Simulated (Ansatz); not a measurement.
# Fe (Im-3m) in Ansatz: notebook, part 2 of 2

Ansatz 0.2.0. The steps go on from the part before.

### 3 Relaxation of cell and atoms, BLYP+D3(BJ), collinear spin, ferromagnetic start

Contents of input.yaml:

```yaml
crystal:
  lattice:
    - [-1.443, 1.443, 1.443]
    - [1.443, -1.443, 1.443]
    - [1.443, 1.443, -1.443]
  atoms:
    - { symbol: Fe, position: [0.0, 0.0, 0.0], spin: 3.0 }
hamiltonian:
  xc: blyp
  pseudopotentials: { kind: paw }
  dispersion: d3bj
magnetization:
  spin_polarized: true
kpoints:
  mp_grid: { grid: [13, 13, 13] }
scf:
  occupations: { method: fermi_dirac, width: 0.05 }
output:
  forces: true
  stress: true
  eigenvalues: true
relax:
  f_tol: 0.01
  max_steps: 40
  cell: { stress_tol: 0.05 }
```

Potentials or basis: Ansatz PAW.

On the command line:

```bash
ansatz run input.yaml --threads 2 --pin off --max-ram 5632MiB --backend cpu --events-out ev --progress --plain --runs-dir out
```

The log of the run:

```text
Warning: RAYON_NUM_THREADS=2 ignored (pool sized by the plan → 2); use --threads N
Engine: ansatz 0.2.0, x86_64-unknown-linux-gnu
Pseudopotentials: kind: paw
Pseudopotential: Fe, paw, valence charge 16, recommended cutoff 420 eV (normal), Fe.paw.azcp
Functional definition: BLYP
  parameter beta = 0.0042
  parameter a = 0.04918
  parameter b = 0.132
  parameter c = 0.2533
  parameter d = 0.349
  exchange = b88_x(beta = beta)
  correlation = lyp_c(a = a, b = b, c = c, d = d)
Crystal: 1 atoms, lattice volume = 12.019 Å³
Basis set: ecut = 420 eV, 225 PW (Γ), exchange–correlation on 36×36×36 points (8 copies of the dense FFT grid, shifted against one another)
Bands: 14, of which v1, the nominal top of the filled ones, is band 8 counted from 1 (7 counted from 0)
Symmetry: 48 space group operations
Space group: Im-3m (ITA 229), of the structure as read, at distance tolerance 2.3e-5 Å
Magnetic group: BNS 229.140 (UNI 1642), of the structure as read, at distance tolerance 2.3e-5 Å
k-points: 84 of 2197
Non-local potential: Fe, projectors of the file, l = 0: 3, l = 1: 2, l = 2: 3, l = 3: 1
PAW form: soft (Blöchl's): semilocal exchange-correlation on the pseudo side does not see the compensation charge
PAW frozen core: Fe, regenerated for the run's functional, and the local potential with it (the file was generated under x = pbe(κ = 0.804, μ = 0.2195149727645171), c = pbe(β = 0.06672455060314922))
PAW one-centre angular grid: Fe, 590 points (default); XC on 64 Gauss nodes
Initial density: superposition of atomic densities (chi_scale 0.1, normalization cell)
Starting moments: Σ|m| = 3 μB on 1 of 1 site
Initial wavefunctions: pseudopotential atomic-orbital guess
Functional: x = b88, c = lyp
SCF iter   1: F=—  HF=-4488.539500 eV  |F-HF|=—  |Δ(HF+E_count)|=         —  Δρ=5.69e-2 (↑5.20e-2 ↓5.69e-2)  dr2=7.89e-1  dr2_m=5.29e-2  M=2.564 μB ∫|m|=2.635 μB  β_m=0.30  ethr=3.10e-3  ⟨swp⟩=4.7  Hψ=11388  notcnv=0
Mixer restart at iter 1: flushing history
preconditioner: auto → none  [metal: Δε(μ)=0.023 eV  Ē_g=14.189 eV  σ=0.050 eV  W_gap=0.12  n_scr=0 (ndim 8)  ℏωp=30.3 eV  f_vac=0.000  D(μ)=1.00/eV (n_scr^D=12)]
SCF iter   2: F=—  HF=-4488.292989 eV  |F-HF|=—  |Δ(HF+E_count)|=   2.47e-1  Δρ=2.68e-2 (↑2.68e-2 ↓1.64e-2)  dr2=3.01e-2  dr2_m=4.02e-2  M=2.617 μB ∫|m|=2.702 μB  β_m=0.29  ethr=3.10e-3  ⟨swp⟩=2.4  Hψ=4778  notcnv=0  defer=182
SCF iter   3: F=—  HF=-4488.566170 eV  |F-HF|=—  |Δ(HF+E_count)|=         —  Δρ=3.45e-2 (↑3.34e-2 ↓3.45e-2)  dr2=1.85e-3  dr2_m=1.25e-1  M=2.320 μB ∫|m|=2.401 μB  β_m=0.29  ethr=1.88e-4  ⟨swp⟩=2.6  Hψ=4344  notcnv=0  defer=186
Mixer restart at iter 3: flushing history
SCF iter   4: F=—  HF=-4488.695125 eV  |F-HF|=—  |Δ(HF+E_count)|=   1.29e-1  Δρ=2.79e-2 (↑2.15e-2 ↓2.79e-2)  dr2=5.50e-3  dr2_m=6.58e-2  M=2.310 μB ∫|m|=2.399 μB  β_m=0.64  ethr=1.15e-5  ⟨swp⟩=2.5  Hψ=4449  notcnv=0  defer=180
SCF iter   5: F=—  HF=-4488.958479 eV  |F-HF|=—  |Δ(HF+E_count)|=   2.63e-1  Δρ=2.91e-2 (↑2.91e-2 ↓7.93e-3)  dr2=4.46e-2  dr2_m=3.11e-2  M=2.174 μB ∫|m|=2.287 μB  β_m=0.52  ethr=1.15e-5  ⟨swp⟩=3.1  Hψ=5873  notcnv=0  defer=180
SCF iter   6: F=—  HF=-4488.942448 eV  |F-HF|=—  |Δ(HF+E_count)|=   1.60e-2  Δρ=2.96e-3 (↑2.18e-3 ↓2.96e-3)  dr2=2.43e-3  dr2_m=1.07e-4  M=2.213 μB ∫|m|=2.332 μB  β_m=0.66  ethr=1.15e-5  ⟨swp⟩=2.0  Hψ=5560  notcnv=0  defer=166
SCF iter   7: F=—  HF=-4488.941154 eV  |F-HF|=—  |Δ(HF+E_count)|=   1.29e-3  Δρ=1.82e-3 (↑1.82e-3 ↓1.92e-4)  dr2=2.91e-4  dr2_m=8.51e-5  M=2.197 μB ∫|m|=2.316 μB  β_m=0.78  ethr=1.15e-5  ⟨swp⟩=2.1  Hψ=2993  notcnv=0  defer=166
SCF iter   8: F=—  HF=-4488.941408 eV  |F-HF|=—  |Δ(HF+E_count)|=   2.53e-4  Δρ=1.40e-3 (↑1.40e-3 ↓1.39e-4)  dr2=1.70e-4  dr2_m=5.07e-5  M=2.197 μB ∫|m|=2.315 μB  β_m=0.89  ethr=1.82e-6  ⟨swp⟩=1.0  Hψ=2372  notcnv=0  defer=166
[... 88 lines left out ...]
preconditioner: auto → none  [metal: Δε(μ)=0.037 eV  Ē_g=15.319 eV  σ=0.050 eV  W_gap=0.18  n_scr=0 (ndim 8)  ℏωp=31.5 eV  f_vac=0.000  D(μ)=1.01/eV (n_scr^D=12)]
SCF iter   2: F=—  HF=-4488.985050 eV  |F-HF|=—  |Δ(HF+E_count)|=   7.57e-9  Δρ=6.05e-6 (↑6.05e-6 ↓2.27e-6)  dr2=4.59e-9  dr2_m=4.00e-10  M=2.076 μB ∫|m|=2.174 μB  β_m=0.39  ethr=6.43e-11  ⟨swp⟩=2.2  Hψ=3424  notcnv=0
SCF iter   3: F=—  HF=-4488.985050 eV  |F-HF|=—  |Δ(HF+E_count)|=   1.24e-9  Δρ=1.35e-6 (↑1.35e-6 ↓1.12e-6)  dr2=2.72e-10  dr2_m=1.04e-11  M=2.076 μB ∫|m|=2.174 μB  β_m=0.47  ethr=2.87e-11  ⟨swp⟩=2.6  Hψ=3509  notcnv=0
SCF iter   4: F=—  HF=-4488.985050 eV  |F-HF|=—  |Δ(HF+E_count)|=  5.01e-10  Δρ=2.50e-7 (↑2.21e-7 ↓2.50e-7)  dr2=1.23e-11  dr2_m=3.16e-13  M=2.076 μB ∫|m|=2.174 μB  β_m=0.73  ethr=1.70e-12  ⟨swp⟩=1.5  Hψ=2577  notcnv=0
SCF iter   5: F=—  HF=-4488.985050 eV  |F-HF|=—  |Δ(HF+E_count)|=  4.49e-10  Δρ=1.95e-7 (↑1.95e-7 ↓1.47e-7)  dr2=9.96e-12  dr2_m=1.51e-13  M=2.076 μB ∫|m|=2.174 μB  β_m=0.87  ethr=1.00e-12  ⟨swp⟩=2.3  Hψ=2994  notcnv=0
SCF iter   6: F=-4488.985050 eV  HF=-4488.985050 eV  |F-HF|=3.64e-12  |Δ(HF+E_count)|=  6.46e-11  Δρ=1.20e-7 (↑1.20e-7 ↓8.88e-8)  dr2=3.49e-12  dr2_m=6.42e-14  M=2.076 μB ∫|m|=2.174 μB  ethr=1.00e-12  ⟨swp⟩=3.9  Hψ=8754  notcnv=0
SCF 8 converged in 6 iterations: F = -4488.985050 eV  dr2 = 3.49e-12
relax step   8: F+E_penalty+E_count = -4488.98504980 eV  Δ(F+E_penalty+E_count) = +1.491e-5 eV  max|allowed force component| = 0.000e0 eV/Å  Δτ_max = 0.0000 Å  P = +0.001 GPa  Ω = 11.092 Å³  stress off target by 8.41e-4 GPa  SCF on the basis re-selected at this cell (its energy is not comparable with the rows above)  (6 SCF iters)
basis re-selected at this cell: Δ(F+E_penalty+E_count) = +1.491e-5 eV, ΔP = +0.000 GPa vs the last step (what re-selecting the basis moved, of the pressure what is left beyond the Pulay correction that the steps carried, after the strain that the cell walked since its last selection, with what the two solves' SCF thresholds leave and, on support functions, any second-order correction that the steps lacked; it is no measure of the basis error at this ecutwfc). This SCF's stress stands 8.41e-4 GPa from its target on what of the cell is left free (relax.cell.stress_tol is 5.00e-2 GPa) and its largest allowed force component is 0.00e0 eV/Å (relax.f_tol is 1.00e-2 eV/Å): within both
SCF converged after 6 iterations
Magnetization: 2.0759 μB (9.0380 up, 6.9620 down)
Absolute magnetization: 2.1739 μB (∫|ρ↑−ρ↓|, with the PAW one-centre terms)
Spin contamination: 0.0316 ħ² per cell (⟨S²⟩ above its minimum at these occupations)
Per-site moments (μB) at R_I (Å): [(2.112760471684642, 1.0037613522893527)]
Free energy (F): -4488.985050 eV
Harris-Foulkes:  -4488.985050 eV  (|F-HF|=3.64e-12)
Internal energy: -4488.976918 eV  (E = F + TS)
E sigma→0 (E₀):  -4488.980984 eV
Entropy (-TS):   -0.008132 eV (-8.132 meV/atom)
Fermi energy:    19.607431 eV
--- Per-component energies (eV) ---
  E_band       = -195.019811
  E_kinetic    = 352.375374
  E_local      = -2038.006051  (includes V_loc(G=0)·N_el)
  E_nonlocal   = 216.759107
  E_hartree    = 860.825272
  E_xc         = -116.475175
  E_vxc        = -149.689535  (∫ρ·V_xc dr)
  E_paw        = -1376.383234  (= ΣΔE_a)
  E_vpaw       = -298.110209  (= ΣTr[D̂ρ^β])
  E_aug_tail   = 0.000848  (compensation charges beyond the density's cutoff)
  E_ewald      = -2387.238443
  E_disp       = -0.844566  (pairwise vdW)
  E_core_change = 0.009949  (= ΣΔE_core)
  E_smearing   = -0.008132  (= −TS)
  E_closure    = 0.000000  (closes the sum)
  Σ components = -4488.985050   (vs F -4488.985050, Δ=0.00e0)
--- Forces (eV/Å), atoms counted from 1 ---
  atom   1  Fe    -0.00000000    -0.00000000     0.00000000
  max |Σ_I F_I| component: 3.13e-32 eV/Å
--- Stress (GPa, compression-positive) ---
        0.000841       0.000000      -0.000000
        0.000000       0.000841       0.000000
        0.000000       0.000000       0.000841
  P = ⅓ Tr σ = 0.0008 GPa (0.008 kbar)
--- Band table (eV; the first three rows and the last of 168) ---
  k-point 0 ↑: bands = ["-68.3211", "-34.1852", "-34.1852", "-34.1852", "11.0614", "17.2367", "17.2367", "17.2367", "18.5030", "18.5030", "44.4127", "44.4127", "44.4127", "50.0931"]
  k-point 1 ↑: bands = ["-68.3159", "-34.2117", "-34.1940", "-34.1852", "11.3122", "17.1674", "17.2306", "17.3741", "18.4356", "18.5086", "43.0778", "44.1116", "44.3182", "49.1633"]
  k-point 2 ↑: bands = ["-68.3017", "-34.2847", "-34.2181", "-34.1852", "12.0307", "16.9788", "17.1782", "17.7671", "18.3210", "18.5275", "40.1153", "42.9671", "44.1034", "47.0430"]
  k-point 83 ↓: bands = ["-65.6579", "-32.0978", "-32.0928", "-32.0928", "16.3838", "16.3979", "21.6287", "21.6287", "21.7259", "29.2116", "30.1942", "30.1942", "36.8437", "37.3029"]
--- Relaxed structure (6 steps of the walk, 6 accepted, 2 SCFs on fresh bases) ---
  F+E_penalty+E_count = -4488.98504980 eV   max|allowed force component| = 0.000e0 eV/Å   (the final SCF, on the basis selected at the relaxed cell)
  cell:  # Å, volume = 11.0917 Å³
    - [-1.404901544112486, 1.404901544112486, 1.404901544112486]
    - [1.404901544112486, -1.404901544112486, 1.404901544112486]
    - [1.404901544112486, 1.404901544112486, -1.404901544112486]
  atoms:
    - { symbol: Fe, position: [0.0, 0.0, 0.0] }
```

Wall time 14 s (2 threads of Intel Xeon at 2.70GHz, shared host); peak memory 0.34 GiB.

What came out:

* Free energy: -4488.9850 eV
* Relaxed volume: 11.09 Å³/atom
* Relaxed cell: a = 2.433 Å, b = 2.433 Å, c = 2.433 Å, α = 109.47°, β = 109.47°, γ = 109.47°
* Space group after relaxing (to 0.05 Å): Im-3m (No. 229)
* Energy gained by relaxing: 43.6 meV/atom
* Ionic steps: 8
* Pressure after relaxing: 0.0 GPa
* Band gap on the k mesh: none (metal or under the smearing width)
* Net moment: 2.08 μB per cell
* Absolute moment: 2.17 μB per cell
* Site moments: Fe +2.11 μB

Step by step:
| step | energy change (eV) | largest force (eV/Å) | volume (Å³) |
| --- | --- | --- | --- |
| 1 | 0.0000 | 0.0000 | 12.02 |
| 2 | -0.0375 | 0.0000 | 11.43 |
| 3 | -0.0437 | 0.0000 | 11.00 |
| 4 | -0.0441 | 0.0000 | 11.10 |
| 5 | -0.0441 | 0.0000 | 11.09 |
| 6 | -0.0436 | 0.0000 | 11.09 |
| 7 | -0.0436 | 0.0000 | 11.09 |
| 8 | -0.0436 | 0.0000 | 11.09 |

Final structure:
```
Fe
1.0
    -1.40490    1.40490    1.40490
     1.40490   -1.40490    1.40490
     1.40490    1.40490   -1.40490
Fe
1
Direct
  0.00000 0.00000 0.00000
```

Caveat: the plane-wave basis is chosen anew once the cell has moved, so the energies of steps on either side of that aren't comparable; pairwise dispersion overbinds metals, which lowers pressure and volume; the PAW data sets come from PBE, with cores solved anew for the run's functional, which leaves a small shift of forces and pressure.
